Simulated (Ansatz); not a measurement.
# Σ11 (113) boundary in fcc Cu with B (interstitial): structure and resistance

How much does the Σ11 (113) boundary in fcc Cu with B (interstitial) reflect electrons?

Calculated with Ansatz 0.2.0; Ansatz plane-wave DFT, PBE, PAW files; relaxation of a bicrystal slab with its lowest layers held; PAW set soft_1, in the first sound run; inputs show where later runs differ.

### Step 1. Set-up

The cell holds 37 atoms: 36 Cu and 1 B. Its edges and angles: a = 5.112 Å, b = 4.427 Å, c = 29.579 Å, α = 90.0°, β = 90.0°, γ = 73.2°. It derives from Cu. built on the (1 1 3) plane; 2 overlapping atoms removed and the grains opened by 0.05 Å. Vacuum lies along c.

### Step 2. Relaxing the bicrystal

The boundary is built by mirroring the lower grain in the boundary plane and removing any atoms that overlap; then the B is put in at the boundary. A thin bicrystal slab is relaxed first, with the lowest layers held and the upper grain free to shift and open.

File input.yaml:

```yaml
crystal:
  lattice:
    - [5.1123254594, 0.0, 0.0]
    - [1.2780813649, 4.2389163388, 0.0]
    - [0.0, 0.0, 29.5791746534]
  atoms:
    - { symbol: Cu, position: [0.9545454546, 0.1818181818, 0.169037847] }
    - { symbol: Cu, position: [0.4545454546, 0.1818181818, 0.169037847] }
    - { symbol: Cu, position: [0.8181818182, 0.7272727273, 0.2058864563] }
    - { symbol: Cu, position: [0.3181818182, 0.7272727273, 0.2058864563] }
    - { symbol: Cu, position: [0.6818181818, 0.2727272727, 0.2427350656] }
    - { symbol: Cu, position: [0.1818181818, 0.2727272727, 0.2427350656] }
    - { symbol: Cu, position: [0.5454545455, 0.8181818182, 0.2795836749] }
    - { symbol: Cu, position: [0.0454545455, 0.8181818182, 0.2795836749] }
    - { symbol: Cu, position: [0.4090909091, 0.3636363636, 0.3164322842] }
    - { symbol: Cu, position: [0.9090909091, 0.3636363636, 0.3164322842] }
    - { symbol: Cu, position: [0.2727272727, 0.9090909091, 0.3532808935] }
    - { symbol: Cu, position: [0.7727272727, 0.9090909091, 0.3532808935] }
    - { symbol: Cu, position: [0.1363636364, 0.4545454545, 0.3901295028] }
    - { symbol: Cu, position: [0.6363636364, 0.4545454545, 0.3901295028] }
    - { symbol: Cu, position: [0.0, 0.0, 0.4269781121] }
    - { symbol: Cu, position: [0.5, 0.0, 0.4269781121] }
    - { symbol: B, position: [0.3333333333, 0.6666666667, 0.4269781121] }
    - { symbol: Cu, position: [0.1363636364, 0.4545454545, 0.4655170999] }
    - { symbol: Cu, position: [0.6363636364, 0.4545454545, 0.4655170999] }
    - { symbol: Cu, position: [0.2727272727, 0.9090909091, 0.5023657092] }
    - { symbol: Cu, position: [0.7727272727, 0.9090909091, 0.5023657092] }
    - { symbol: Cu, position: [0.4090909091, 0.3636363636, 0.5392143185] }
    - { symbol: Cu, position: [0.9090909091, 0.3636363636, 0.5392143185] }
    - { symbol: Cu, position: [0.5454545455, 0.8181818182, 0.5760629278] }
    - { symbol: Cu, position: [0.0454545455, 0.8181818182, 0.5760629278] }
    - { symbol: Cu, position: [0.6818181818, 0.2727272727, 0.6129115371] }
    - { symbol: Cu, position: [0.1818181818, 0.2727272727, 0.6129115371] }
    - { symbol: Cu, position: [0.8181818182, 0.7272727273, 0.6497601464] }
    - { symbol: Cu, position: [0.3181818182, 0.7272727273, 0.6497601464] }
    - { symbol: Cu, position: [0.9545454546, 0.1818181818, 0.6866087557] }
    - { symbol: Cu, position: [0.4545454546, 0.1818181818, 0.6866087557] }
    - { symbol: Cu, position: [0.090909091, 0.6363636364, 0.723457365] }
    - { symbol: Cu, position: [0.590909091, 0.6363636364, 0.723457365] }
    - { symbol: Cu, position: [0.2272727273, 0.0909090909, 0.7603059743] }
    - { symbol: Cu, position: [0.7272727273, 0.0909090909, 0.7603059743] }
    - { symbol: Cu, position: [0.3636363637, 0.5454545455, 0.7971545836] }
    - { symbol: Cu, position: [0.8636363637, 0.5454545455, 0.7971545836] }
kpoints:
  mp_grid: { grid: [6, 6, 1] }
hamiltonian:
  xc: pbe
  pseudopotentials: { kind: paw, azcp: { folder: soft_1 } }
scf:
  occupations: { method: fermi_dirac, width: 0.1 }
relax:
  f_tol: 0.03
  max_steps: 80
  constraints: [{ sites: [0, 1, 2, 3, 4, 5] }]
```

On the command line:

```console
$ ansatz run input.yaml --threads 4 --pin off --max-ram 15360MiB --backend cpu --events-out ev --progress --plain --runs-dir out
```

Numbers of over 12 decimals in the logs are rounded to 6 here.

Log:

```text
Engine: ansatz 0.2.0, aarch64-unknown-linux-gnu
Pseudopotentials: kind: paw
Pseudopotential: Cu, paw, valence charge 19, recommended cutoff 420 eV (normal), soft_1/Cu.paw.azcp
Pseudopotential: B, paw, valence charge 3, recommended cutoff 420 eV (normal), soft_1/B.paw.azcp
Functional definition: PBE
  parameter kappa = 0.804
  parameter beta = 0.066725
  exchange = pbe_x(kappa = kappa, mu = beta*pi^2/3)
  correlation = pbe_c(beta = beta)
Crystal: 37 atoms, lattice volume = 641.002 Å³
Basis set: ecut = 420 eV, 12589 PW (Γ), exchange–correlation on 72×60×400 points (8 copies of the dense FFT grid, shifted against one another)
Bands: 413, of which v1, the nominal top of the filled ones, is band 344 counted from 1 (343 counted from 0)
Symmetry: 1 space group operations
Space group: P1 (ITA 1), of the structure as read, at distance tolerance 8.6e-5 Å
k-points: 20 of 36 (time reversal used)
Non-local potential: Cu, projectors of the file, l = 0: 3, l = 1: 2, l = 2: 3, l = 3: 1
Non-local potential: B, projectors of the file, l = 0: 2, l = 1: 2, l = 2: 1
PAW form: soft (Blöchl's): semilocal exchange-correlation on the pseudo side does not see the compensation charge
PAW one-centre angular grid: Cu, 590 points (default); XC on 64 Gauss nodes
PAW one-centre angular grid: B, 110 points (default); XC on 64 Gauss nodes
Initial density: superposition of atomic densities (neutral atoms: chi_scale 0, normalization atom)
Initial wavefunctions: pseudopotential atomic-orbital guess
Functional: x = pbe(κ = 0.804, μ = 0.219515), c = pbe(β = 0.066725)
SCF iter   1: F=—  HF=-238692.416273 eV  |F-HF|=—  |Δ(HF+E_count)|=         —  Δρ=2.22e-1  dr2=2.01e2  ethr=3.10e-3  ⟨swp⟩=6.0  Hψ=30508  notcnv=0  defer=314
preconditioner: auto → LDOS  [metal: Δε(μ)=0.016 eV  Ē_g=8.410 eV  σ=0.100 eV  W_gap=0.04  n_scr=220 (ndim 8)  ℏωp=29.3 eV  f_vac=0.316  D(μ)=16.99/eV (n_scr^D=110)  β→1.0]
SCF iter   2: F=—  HF=-238904.806578 eV  |F-HF|=—  |Δ(HF+E_count)|=    2.12e2  Δρ=4.54e-1  dr2=7.60e2  ethr=3.10e-3  ⟨swp⟩=4.0  Hψ=25838  notcnv=0  defer=917  recentre
SCF iter   3: F=—  HF=-238659.501986 eV  |F-HF|=—  |Δ(HF+E_count)|=    2.45e2  Δρ=5.91e-2  dr2=1.86e1  ethr=3.10e-3  ⟨swp⟩=4.0  Hψ=22712  notcnv=0  defer=1002
SCF iter   4: F=—  HF=-238656.658231 eV  |F-HF|=—  |Δ(HF+E_count)|=    2.84e0  Δρ=1.78e-2  dr2=1.46e0  ethr=2.70e-3  ⟨swp⟩=2.4  Hψ=13229  notcnv=0  defer=980
SCF iter   5: F=—  HF=-238656.533139 eV  |F-HF|=—  |Δ(HF+E_count)|=   1.25e-1  Δρ=1.08e-2  dr2=6.32e-1  ethr=2.13e-4  ⟨swp⟩=2.0  Hψ=16041  notcnv=0  defer=989
SCF iter   6: F=—  HF=-238656.477624 eV  |F-HF|=—  |Δ(HF+E_count)|=   5.55e-2  Δρ=4.50e-3  dr2=1.29e-1  ethr=9.19e-5  ⟨swp⟩=2.0  Hψ=11194  notcnv=0  defer=989
SCF iter   7: F=—  HF=-238656.469253 eV  |F-HF|=—  |Δ(HF+E_count)|=   8.37e-3  Δρ=1.38e-3  dr2=1.69e-2  ethr=1.88e-5  ⟨swp⟩=2.0  Hψ=11262  notcnv=0  defer=989
SCF iter   8: F=—  HF=-238656.468677 eV  |F-HF|=—  |Δ(HF+E_count)|=   5.76e-4  Δρ=6.02e-4  dr2=2.24e-3  ethr=2.46e-6  ⟨swp⟩=2.0  Hψ=11592  notcnv=0  defer=989
SCF iter   9: F=—  HF=-238656.468649 eV  |F-HF|=—  |Δ(HF+E_count)|=   2.83e-5  Δρ=2.76e-4  dr2=6.17e-4  ethr=3.26e-7  ⟨swp⟩=2.0  Hψ=11625  notcnv=0  defer=989
SCF iter  10: F=—  HF=-238656.468654 eV  |F-HF|=—  |Δ(HF+E_count)|=   5.17e-6  Δρ=1.07e-4  dr2=1.15e-4  ethr=8.98e-8  ⟨swp⟩=2.0  Hψ=11067  notcnv=0  defer=989
SCF iter  11: F=—  HF=-238656.468671 eV  |F-HF|=—  |Δ(HF+E_count)|=   1.70e-5  Δρ=1.01e-4  dr2=5.64e-5  ethr=1.67e-8  ⟨swp⟩=2.0  Hψ=11437  notcnv=0  defer=989
SCF iter  12: F=-238656.468659 eV  HF=-238656.468667 eV  |F-HF|=7.90e-6  |Δ(HF+E_count)|=   4.16e-6  Δρ=2.99e-5  dr2=8.52e-6  ethr=3.28e-9  ⟨swp⟩=3.0  Hψ=30228  notcnv=0
SCF 1 converged in 12 iterations: F = -238656.468659 eV  dr2 = 8.52e-6
  greatest PAW one-centre occupation: 1.000 electrons in one spin orbital (limit 2), on the Cu atom at site 1 (counted from 0), in its partial waves of l = 0
relax step   1: F+E_penalty+E_count = -238656.46865925 eV  Δ(F+E_penalty+E_count) = +0.000e0 eV  max|allowed force component| = 2.487e0 eV/Å  Δτ_max = 0.0000 Å  (12 SCF iters, dr2 threshold 2.25e-5 eV, accepted)
Initial density: handed on by an earlier stage of this run
Initial wavefunctions: those handed on with the density
iter 1 solved again at ethr=1.01e-4 eV; its pass at ethr=3.10e-3 eV (dr2=6.94e-1 eV) is discarded
SCF iter   1: F=—  HF=-238657.283142 eV  |F-HF|=—  |Δ(HF+E_count)|=         —  Δρ=1.36e-2  dr2=6.81e-1  ethr=1.01e-4  ⟨swp⟩=2.0  Hψ=31643  notcnv=0  defer=991
preconditioner: auto → LDOS  [metal: Δε(μ)=0.018 eV  Ē_g=9.205 eV  σ=0.100 eV  W_gap=0.05  n_scr=220 (ndim 8)  ℏωp=29.3 eV  f_vac=0.312  D(μ)=11.49/eV (n_scr^D=70)  β→1.0]
SCF iter   2: F=—  HF=-238657.129396 eV  |F-HF|=—  |Δ(HF+E_count)|=   1.54e-1  Δρ=1.09e-2  dr2=5.47e-1  ethr=9.91e-5  ⟨swp⟩=2.0  Hψ=13816  notcnv=0  defer=991
SCF iter   3: F=—  HF=-238657.137718 eV  |F-HF|=—  |Δ(HF+E_count)|=   8.32e-3  Δρ=1.23e-2  dr2=5.72e-1  ethr=7.96e-5  ⟨swp⟩=2.1  Hψ=14286  notcnv=0  defer=991
SCF iter   4: F=—  HF=-238657.035408 eV  |F-HF|=—  |Δ(HF+E_count)|=   1.02e-1  Δρ=4.64e-3  dr2=7.72e-2  ethr=7.96e-5  ⟨swp⟩=1.8  Hψ=10412  notcnv=0  defer=992
SCF iter   5: F=—  HF=-238657.018488 eV  |F-HF|=—  |Δ(HF+E_count)|=   1.69e-2  Δρ=1.36e-3  dr2=6.81e-3  ethr=1.12e-5  ⟨swp⟩=2.0  Hψ=11023  notcnv=0  defer=992
SCF iter   6: F=—  HF=-238657.016900 eV  |F-HF|=—  |Δ(HF+E_count)|=   1.59e-3  Δρ=1.65e-4  dr2=5.69e-4  ethr=9.91e-7  ⟨swp⟩=2.5  Hψ=12148  notcnv=0  defer=992
SCF iter   7: F=—  HF=-238657.016914 eV  |F-HF|=—  |Δ(HF+E_count)|=   1.39e-5  Δρ=1.97e-4  dr2=3.44e-4  ethr=8.28e-8  ⟨swp⟩=2.9  Hψ=11864  notcnv=0  defer=992
SCF iter   8: F=-238657.016812 eV  HF=-238657.016893 eV  |F-HF|=8.15e-5  |Δ(HF+E_count)|=   2.11e-5  Δρ=8.23e-5  dr2=8.09e-5  ethr=1.46e-8  ⟨swp⟩=3.0  Hψ=29259  notcnv=0
SCF 2 converged in 8 iterations: F = -238657.016812 eV  dr2 = 8.09e-5
relax step   2: F+E_penalty+E_count = -238657.01681183 eV  Δ(F+E_penalty+E_count) = -5.482e-1 eV  max|allowed force component| = 1.522e0 eV/Å  Δτ_max = 0.1050 Å  (8 SCF iters, dr2 threshold 1.00e-4 eV, accepted)
SCF iter   1: F=—  HF=-238658.158590 eV  |F-HF|=—  |Δ(HF+E_count)|=         —  Δρ=2.33e-2  dr2=2.19e0  ethr=2.58e-3  ⟨swp⟩=5.7  Hψ=19796  notcnv=0  defer=785
preconditioner: auto → LDOS  [metal: Δε(μ)=0.021 eV  Ē_g=9.141 eV  σ=0.100 eV  W_gap=0.05  n_scr=220 (ndim 8)  ℏωp=29.3 eV  f_vac=0.308  D(μ)=11.66/eV (n_scr^D=74)  β→1.0]
SCF iter   2: F=—  HF=-238658.033084 eV  |F-HF|=—  |Δ(HF+E_count)|=   1.26e-1  Δρ=2.58e-2  dr2=2.59e0  ethr=3.18e-4  ⟨swp⟩=2.0  Hψ=16048  notcnv=0  defer=992
[...]
relax step   4: F+E_penalty+E_count = -238657.49455096 eV  Δ(F+E_penalty+E_count) = -3.447e-2 eV  max|allowed force component| = 7.241e-2 eV/Å  Δτ_max = 0.1020 Å  (9 SCF iters, dr2 threshold 1.30e-5 eV, accepted)
[...]
relax step   5: F+E_penalty+E_count = -238657.49858318 eV  Δ(F+E_penalty+E_count) = -4.032e-3 eV  max|allowed force component| = 4.280e-2 eV/Å  Δτ_max = 0.0426 Å  (10 SCF iters, accepted)
SCF iter   1: F=—  HF=-238657.501518 eV  |F-HF|=—  |Δ(HF+E_count)|=         —  Δρ=1.06e-3  dr2=3.92e-3  ethr=5.41e-6  ⟨swp⟩=3.0  Hψ=17056  notcnv=0  defer=991
preconditioner: auto → LDOS  [metal: Δε(μ)=0.022 eV  Ē_g=9.138 eV  σ=0.100 eV  W_gap=0.06  n_scr=220 (ndim 8)  ℏωp=29.3 eV  f_vac=0.304  D(μ)=11.58/eV (n_scr^D=70)  β→1.0]
SCF iter   2: F=—  HF=-238657.500527 eV  |F-HF|=—  |Δ(HF+E_count)|=   9.90e-4  Δρ=7.13e-4  dr2=2.34e-3  ethr=5.71e-7  ⟨swp⟩=2.1  Hψ=15698  notcnv=0  defer=991
SCF iter   3: F=—  HF=-238657.500379 eV  |F-HF|=—  |Δ(HF+E_count)|=   1.48e-4  Δρ=7.39e-4  dr2=2.12e-3  ethr=3.41e-7  ⟨swp⟩=2.2  Hψ=13583  notcnv=0  defer=991
SCF iter   4: F=—  HF=-238657.500038 eV  |F-HF|=—  |Δ(HF+E_count)|=   3.41e-4  Δρ=2.38e-4  dr2=2.24e-4  ethr=3.08e-7  ⟨swp⟩=2.0  Hψ=13462  notcnv=0  defer=991
SCF iter   5: F=—  HF=-238657.499976 eV  |F-HF|=—  |Δ(HF+E_count)|=   6.26e-5  Δρ=1.17e-4  dr2=5.08e-5  ethr=3.26e-8  ⟨swp⟩=2.8  Hψ=13624  notcnv=0  defer=991
SCF iter   6: F=—  HF=-238657.499512 eV  |F-HF|=—  |Δ(HF+E_count)|=   4.63e-4  Δρ=1.77e-5  dr2=1.24e-6  ethr=7.40e-9  ⟨swp⟩=2.0  Hψ=13680  notcnv=0  defer=991
SCF iter   7: F=—  HF=-238657.499512 eV  |F-HF|=—  |Δ(HF+E_count)|=   1.94e-7  Δρ=8.71e-6  dr2=3.39e-7  ethr=1.81e-10  ⟨swp⟩=3.0  Hψ=16919  notcnv=0  defer=991
SCF iter   8: F=—  HF=-238657.499512 eV  |F-HF|=—  |Δ(HF+E_count)|=   5.78e-8  Δρ=5.25e-6  dr2=1.50e-7  ethr=1.46e-11  ⟨swp⟩=4.0  Hψ=25834  notcnv=0
SCF iter   9: F=-238657.499512 eV  HF=-238657.499512 eV  |F-HF|=1.98e-9  |Δ(HF+E_count)|=   1.72e-8  Δρ=1.52e-6  dr2=1.76e-8  ethr=1.46e-11  ⟨swp⟩=3.8  Hψ=21637  notcnv=0
SCF 6 converged in 9 iterations: F = -238657.499512 eV  dr2 = 1.76e-8
relax step   6: F+E_penalty+E_count = -238657.49951217 eV  Δ(F+E_penalty+E_count) = -9.290e-4 eV  max|allowed force component| = 8.883e-3 eV/Å  Δτ_max = 0.0131 Å  (9 SCF iters, accepted)
SCF converged after 9 iterations
Free energy (F): -238657.499512 eV
Harris-Foulkes:  -238657.499512 eV  (|F-HF|=1.98e-9)
Internal energy: -238657.115188 eV  (E = F + TS)
E sigma→0 (E₀):  -238657.307350 eV
Entropy (-TS):   -0.384324 eV (-10.387 meV/atom)
Fermi energy:    9.563997 eV
--- Per-component energies (eV) ---
  E_band       = -17830.714015
  E_kinetic    = 9461.221057
  E_local      = -1165825.012508  (includes V_loc(G=0)·N_el)
  E_nonlocal   = 32064.819487
  E_hartree    = 568210.518705
  E_xc         = -2506.156375
  E_vxc        = -3231.414186  (∫ρ·V_xc dr)
  E_paw        = -65433.207013  (= ΣΔE_a)
  E_vpaw       = -26721.378339  (= ΣTr[D̂ρ^β])
  E_aug_tail   = 0.034569  (compensation charges beyond the density's cutoff)
  E_ewald      = 385370.666890
  E_smearing   = -0.384324  (= −TS)
  E_closure    = -0.000000  (closes the sum)
  Σ components = -238657.499512   (vs F -238657.499512, Δ=0.00e0)
--- Forces (eV/Å), atoms counted from 1 ---
  atom   1  Cu    -0.00257864    -0.01681682     0.41274501
  atom   2  Cu     0.00272897    -0.01427891     0.42133164
  atom   3  Cu     0.00688529     0.02896457    -0.18632370
  atom   4  Cu    -0.00620974     0.02492229    -0.20814160
  atom   5  Cu    -0.01509549    -0.00843995    -0.21340462
  atom   6  Cu     0.01423982    -0.00933575    -0.23463989
  atom   7  Cu    -0.00082489     0.00042725    -0.00145600
  atom   8  Cu    -0.00102849     0.00066442    -0.00368888
  atom   9  Cu    -0.00039317     0.00068525     0.00102497
  atom  10  Cu     0.00201817    -0.00021547    -0.00057771
  atom  11  Cu    -0.00130070     0.00109485     0.00187708
  atom  12  Cu     0.00084490    -0.00338438     0.00300271
  atom  13  Cu     0.00200313    -0.00071282    -0.00120186
  atom  14  Cu    -0.00002299     0.00316646     0.00348536
  atom  15  Cu    -0.00015362    -0.00499123     0.00010393
  atom  16  Cu    -0.00369161     0.00292737     0.00067660
  atom  17  B     -0.00001642    -0.00215942     0.00122778
  atom  18  Cu     0.00153290     0.00078321    -0.00124491
  atom  19  Cu    -0.00041152     0.00139714    -0.00531125
  atom  20  Cu    -0.00051291     0.00075136    -0.00245408
  atom  21  Cu     0.00182469    -0.00398194     0.00117960
  atom  22  Cu    -0.00160342     0.00093943    -0.00075044
  atom  23  Cu     0.00230023    -0.00066201     0.00051759
  atom  24  Cu    -0.00042335    -0.00000010     0.00239442
  atom  25  Cu    -0.00104090    -0.00002261     0.00683959
  atom  26  Cu    -0.00036166    -0.00009157     0.00118704
  atom  27  Cu     0.00115555    -0.00034091     0.00291110
  atom  28  Cu    -0.00079508    -0.00020923    -0.00324923
  atom  29  Cu     0.00055868     0.00021155    -0.00053286
  atom  30  Cu     0.00017929    -0.00153702    -0.00098310
  atom  31  Cu     0.00025150    -0.00124648    -0.00098560
  atom  32  Cu    -0.00043582     0.00126735    -0.00064652
  atom  33  Cu     0.00005775     0.00190249     0.00115685
  atom  34  Cu    -0.00127250    -0.00070900     0.00872385
  atom  35  Cu     0.00156415     0.00024766     0.00888338
  atom  36  Cu    -0.00533674    -0.00061989    -0.00713417
  atom  37  Cu     0.00537567    -0.00063247    -0.00659681
  max |Σ_I F_I| component: 5.47e-5 eV/Å
--- Relaxed structure (6 steps of the walk, 6 accepted, 0 SCFs on fresh bases) ---
  F+E_penalty+E_count = -238657.49951217 eV   max|allowed force component| = 8.883e-3 eV/Å
  atoms:
    - { symbol: Cu, position: [0.954545, 0.1818181818, 0.169038] }
    - { symbol: Cu, position: [0.4545454546, 0.1818181818, 0.169038] }
    - { symbol: Cu, position: [0.8181818182, 0.727273, 0.205886] }
    - { symbol: Cu, position: [0.3181818182, 0.727273, 0.205886] }
    - { symbol: Cu, position: [0.681818, 0.2727272727, 0.242735] }
    - { symbol: Cu, position: [0.1818181818, 0.2727272727, 0.242735] }
    - { symbol: Cu, position: [0.545213, 0.814455, 0.281122] }
    - { symbol: Cu, position: [0.047296, 0.815182, 0.280834] }
    - { symbol: Cu, position: [0.409766, 0.355257, 0.316443] }
    - { symbol: Cu, position: [0.912436, 0.355947, 0.316188] }
    - { symbol: Cu, position: [0.274034, 0.899171, 0.357426] }
    - { symbol: Cu, position: [0.772927, 0.909153, 0.354803] }
    - { symbol: Cu, position: [0.129432, 0.444188, 0.389711] }
    - { symbol: Cu, position: [0.649032, 0.447528, 0.389609] }
    - { symbol: Cu, position: [-0.013461, 0.00127302, 0.433661] }
    - { symbol: Cu, position: [0.497495, 0.023915, 0.433588] }
    - { symbol: B, position: [0.341279, 0.648213, 0.433109] }
    - { symbol: Cu, position: [0.129592, 0.445549, 0.476640] }
    - { symbol: Cu, position: [0.648800, 0.448973, 0.476738] }
    - { symbol: Cu, position: [0.273791, 0.900491, 0.509827] }
    - { symbol: Cu, position: [0.772997, 0.910263, 0.512332] }
    - { symbol: Cu, position: [0.409327, 0.357551, 0.549899] }
    - { symbol: Cu, position: [0.912237, 0.358055, 0.550143] }
    - { symbol: Cu, position: [0.545170, 0.814616, 0.586042] }
    - { symbol: Cu, position: [0.047459, 0.815068, 0.586379] }
    - { symbol: Cu, position: [0.682470, 0.269042, 0.623718] }
    - { symbol: Cu, position: [0.183378, 0.269242, 0.623834] }
    - { symbol: Cu, position: [0.819027, 0.724992, 0.660536] }
    - { symbol: Cu, position: [0.319254, 0.725137, 0.660700] }
    - { symbol: Cu, position: [0.955109, 0.180815, 0.697776] }
    - { symbol: Cu, position: [0.455392, 0.180493, 0.697931] }
    - { symbol: Cu, position: [0.090424, 0.640139, 0.734637] }
    - { symbol: Cu, position: [0.590638, 0.640031, 0.734598] }
    - { symbol: Cu, position: [0.227768, 0.090081, 0.773218] }
    - { symbol: Cu, position: [0.728204, 0.089976, 0.773221] }
    - { symbol: Cu, position: [0.364337, 0.544862, 0.805394] }
    - { symbol: Cu, position: [0.864290, 0.544903, 0.805435] }
```

Run time: 25 min. Hardware: 4 threads of Arm Neoverse V2, shared host; peak memory 6.6 GiB.

Step by step:

```
step  energy less that of the first step (eV)  largest force component (eV/Å)
   1                                   0.0000                          2.4872
   2                                  -0.5482                          1.5222
   3                                  -0.9914                          0.4167
   4                                  -1.0259                          0.0724
   5                                  -1.0299                          0.0428
   6                                  -1.0309                          0.0089
```

The atoms that moved most (Å):

```
atom      dx      dy     dz  length
Cu35   0.004  -0.004  0.382   0.382
Cu34   0.001  -0.004  0.382   0.382
Cu19   0.056  -0.024  0.332   0.337
Cu31   0.003  -0.006  0.335   0.335
Cu18  -0.046  -0.038  0.329   0.334
Cu32   0.002   0.016  0.331   0.331
Cu30   0.002  -0.004  0.330   0.330
Cu33   0.003   0.016  0.330   0.330
```

Numbers from this step:

| Item | Value |
| --- | --- |
| free energy | -238657.4995 eV |
| energy at zero smearing | -238657.3074 eV |
| Fermi energy | 9.564 eV |

The largest force component on a free atom ends at 0.0089 eV/Å, under the tolerance of 0.03, after 6 steps.

[end of part 1 of 2]

[Logs are printed without paths, hosts, clocks, repeated set-up lines and the standing remarks that a program may print on its own settings, such as how far it seeks lower states.]

[Hosts, paths, dates, database ids (printed as entryN), source tags and the programs' standing remarks are cut or masked in the printed files.]
